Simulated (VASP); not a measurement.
# C: relaxed cell and band gap, by functional and dispersion

C, Fd-3m (no. 227), 2 atoms in the cell.

| Functional | Dispersion | Volume (Å³/atom) | Change from the starting volume (fraction) | Gap, path and mesh (eV) | Time (s) |
|---|---|---|---|---|---|
| PBE | none | 5.69 | 0.004 | 4.12 | 13 |
| optB88-vdW | in the functional | 5.71 | 0.007 | 4.29 | 68 |
| TPSS | D4 | 5.59 | -0.014 | 4.20 | 96 |
| vdW-DF-cx | in the functional | 5.67 | 0.000 | 4.09 | 48 |

## Input of the first row

INCAR.step1:
```
PREC     = Accurate       # precision mode
ENCUT    = 600            # plane-wave cutoff, eV
EDIFF    = 1E-7           # SCF threshold, eV
ISMEAR   = 0              # smearing method
SIGMA    = 0.02           # smearing width, eV
LREAL    = False          # projectors in reciprocal space
LASPH    = True           # aspherical terms in the spheres
GGA_COMPAT= False        
ALGO     = Normal         # electronic algorithm
NELM     = 150            # most SCF steps
ISIF     = 3              # what is computed and relaxed
LWAVE    = False          # write WAVECAR
LCHARG   = False          # write CHGCAR
GGA      = PE             # functional
IBRION   = 2              # ionic algorithm
EDIFFG   = -0.002         # ionic threshold
NSW      = 60             # ionic steps
KPAR     = 2             
```

INCAR.step2, as INCAR.step1 but for:
```
- NSW = 60
+ NSW = 40
```

INCAR.step3, as INCAR.step2 but for:
```
- ISIF = 3
- IBRION = 2
- EDIFFG = -0.002
- NSW = 40
+ ISIF = 2
+ NBANDS = 11
```

KPOINTS:
```
k-points
0
Gamma
  9 9 9
```

KPOINTS_OPT:
```
path GXWKGLUWLK,UX
8
line-mode
reciprocal
 0.0000000000  0.0000000000  0.0000000000  G
 0.5000000000  0.0000000000  0.5000000000  X

 0.5000000000  0.0000000000  0.5000000000  X
 0.5000000000  0.2500000000  0.7500000000  W

 0.5000000000  0.2500000000  0.7500000000  W
 0.3750000000  0.3750000000  0.7500000000  K

 0.3750000000  0.3750000000  0.7500000000  K
 0.0000000000  0.0000000000  0.0000000000  G

 0.0000000000  0.0000000000  0.0000000000  G
 0.5000000000  0.5000000000  0.5000000000  L

 0.5000000000  0.5000000000  0.5000000000  L
 0.6250000000  0.2500000000  0.6250000000  U

 0.6250000000  0.2500000000  0.6250000000  U
 0.5000000000  0.2500000000  0.7500000000  W

 0.5000000000  0.2500000000  0.7500000000  W
 0.5000000000  0.5000000000  0.5000000000  L

 0.5000000000  0.5000000000  0.5000000000  L
 0.3750000000  0.3750000000  0.7500000000  K

 0.6250000000  0.2500000000  0.6250000000  U
 0.5000000000  0.0000000000  0.5000000000  X
```

POSCAR.step1:
```
C
1.0
    0.0000000000      1.7833700000      1.7833700000
    1.7833700000      0.0000000000      1.7833700000
    1.7833700000      1.7833700000      0.0000000000
C
2
Direct
    0.7500000000      0.7500000000      0.7500000000
    0.5000000000      0.5000000000      0.5000000000
```

Commands (each step's output is kept before the next begins):
```
cat potpaw_PBE.64/C/POTCAR > POTCAR
cp INCAR.step1 INCAR
cp POSCAR.step1 POSCAR
mpirun -np 2 vasp_std > vasp.out
cp CONTCAR POSCAR
rm WAVECAR CHG
cp INCAR.step2 INCAR
mpirun -np 2 vasp_std > vasp.out
cp CONTCAR POSCAR
rm WAVECAR CHG
cp INCAR.step3 INCAR
mpirun -np 2 vasp_std > vasp.out
```

Changes of the last row against the first:
```
(all steps)
- GGA = PE
+ GGA = CX
+ LUSE_VDW = True
+ AGGAC = 0.0
```

VASP 6.6.1 took 13 s on 2 cores (Intel Xeon Platinum 8488C (Sapphire Rapids)), a shared host.
